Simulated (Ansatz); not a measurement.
# Where the states of SnS2 lie

```cif
data_structure
_symmetry_space_group_name_H-M 'P 1'
_symmetry_Int_Tables_number 1
_cell_length_a 3.5983
_cell_length_b 3.5983
_cell_length_c 5.4940
_cell_angle_alpha 90.000
_cell_angle_beta 90.000
_cell_angle_gamma 120.000
_cell_volume 61.60
loop_
_atom_site_label
_atom_site_type_symbol
_atom_site_fract_x
_atom_site_fract_y
_atom_site_fract_z
_atom_site_occupancy
Sn1 Sn 0.00000 0.00000 0.00000 1
S1 S 0.66667 0.33333 0.26390 1
S2 S 0.33333 0.66667 0.73610 1
```

The runs use the primitive cell with vectors (3.598, 0.000, 0.000), (-1.799, 3.116, 0.000), (0.000, 0.000, 5.494) Å, to which the k mesh refers.

The cell comes from COD entry 7038081, which wasn't checked; take it as a given geometry.

Spin–orbit coupling is left out, though it moves levels of the heavy atoms by tenths of an eV or more.

Method: DFT, PBEsol, all-electron LAPW, scalar-relativistic in Ansatz 0.2.0.

Sampling and basis: a Γ-centred 10×10×6 k mesh, Fermi–Dirac smearing of 0.01 eV, basis error target 1 meV/atom, no spin polarisation.

States per eV and cell, averaged over 0.4 eV, from -5.7 to 3.7 eV, with energies (bin centres) from the valence-band top; empty bins are left out. The partial columns, the largest 3 alone, are projections on Löwdin-orthogonalised atomic shells (those that the program's projection atoms carry: the occupied ones and, for some elements, an empty d or f shell; other empty shells have no column), summed over atoms of an element. Weights on diffuse s and p shells depend on that basis and aren't pure angular character.

| E (eV) | total | S 3p | Sn 5p | Sn 5s |
| --- | --- | --- | --- | --- |
| -5.6 | 0.50 | 0.25 | 0.07 | 0.08 |
| -5.2 | 1.21 | 0.73 | 0.33 | 0.04 |
| -4.8 | 1.54 | 0.97 | 0.46 | 0.01 |
| -4.4 | 1.12 | 0.74 | 0.30 | 0.01 |
| -4.0 | 1.45 | 0.98 | 0.34 | 0.02 |
| -3.6 | 1.92 | 1.39 | 0.41 | 0.03 |
| -3.2 | 2.24 | 1.63 | 0.48 | 0.02 |
| -2.8 | 2.03 | 1.52 | 0.38 | 0.02 |
| -2.4 | 1.69 | 1.33 | 0.26 | 0.01 |
| -2.0 | 1.61 | 1.36 | 0.17 | 0.01 |
| -1.6 | 2.34 | 2.06 | 0.17 | 0.02 |
| -1.2 | 2.65 | 2.42 | 0.12 | 0.02 |
| -0.8 | 3.76 | 3.57 | 0.06 | 0.01 |
| -0.4 | 1.30 | 1.24 | 0.01 | 0.00 |
| 0.0 | 0.09 | 0.09 | 0.00 | 0.00 |
| 1.2 | 0.20 | 0.10 | 0.00 | 0.07 |
| 1.6 | 1.17 | 0.62 | 0.03 | 0.40 |
| 2.0 | 1.42 | 0.75 | 0.06 | 0.50 |
| 2.4 | 1.57 | 0.82 | 0.07 | 0.57 |
| 2.8 | 0.64 | 0.32 | 0.03 | 0.24 |
| 3.2 | 0.02 | 0.00 | 0.01 | 0.00 |
| 3.6 | 0.14 | 0.01 | 0.08 | 0.00 |

Question: Which of the resolved shells contributes most in the top eV of the valence band?

Answer: S 3p, with 95 % of all states there; Sn 5p follows with 1 %.
